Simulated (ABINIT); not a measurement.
# TiC in ABINIT: convergence with tolvrs

The system is TiC.

```
Ti C
1.0
     0.00000    2.16572    2.16572
     2.16572    0.00000    2.16572
     2.16572    2.16572    0.00000
Ti C
1 1
Direct
  0.98208 0.02153 0.99282
  0.48439 0.50743 0.51417
```

The cell is a database's computed one.

The cell isn't the ideal one: atoms moved at random, drawn with an rms of 0.05 Å.

| Quantity | Value |
| --- | --- |
| Program | ABINIT 10.8.3 (patched build) |
| Task | single point |
| Functional | PBEsol |
| Potentials or basis | JTH PAW PBE v2.0 |
| Cutoff | 517 eV |
| k mesh | 11 × 11 × 11 |
| Occupations | methfessel-paxton, width 0.05 eV |
| Spin | no spin polarisation |

These are the settings of the first run; the series varies tolvrs, with any setting tied to it.

Hardware: 1 thread of Arm Neoverse V1, on a shared host.

**Question.** The values tried are 0.01, 0.001, 0.0001, 1e-05, 1e-06, 1e-08, 1e-10, 1e-13, loosest first. From which on does the pressure stay within 0.1 GPa of the tightest run that finished?

**Answer.** From 1e-05 on.

```
tolvrs  energy less the tightest run (meV/atom)  pressure (GPa)  SCF cycles  CPU time (s)  peak memory (GiB)
  0.01                                    -0.12           -8.86           6            81               0.26
 0.001                                     0.00           -5.34           7            92               0.26
0.0001                                     0.00           -5.34           7            92               0.26
 1e-05                                     0.00           -5.54           9           110               0.26
 1e-06                                     0.00           -5.59          10           120               0.26
 1e-08                                     0.00           -5.60          11           130               0.26
 1e-10                                     0.00           -5.60          13           160               0.26
 1e-13                                     0.00           -5.60          16           190               0.26
```

Against the tightest run, the energy stays within 1 meV/atom from 0.01 on. The tightest run that finished is the yardstick and may itself not be fully converged.

Caveat, for the tightest run too: the PAW data sets were made with another functional, which shifts forces and pressure a little.
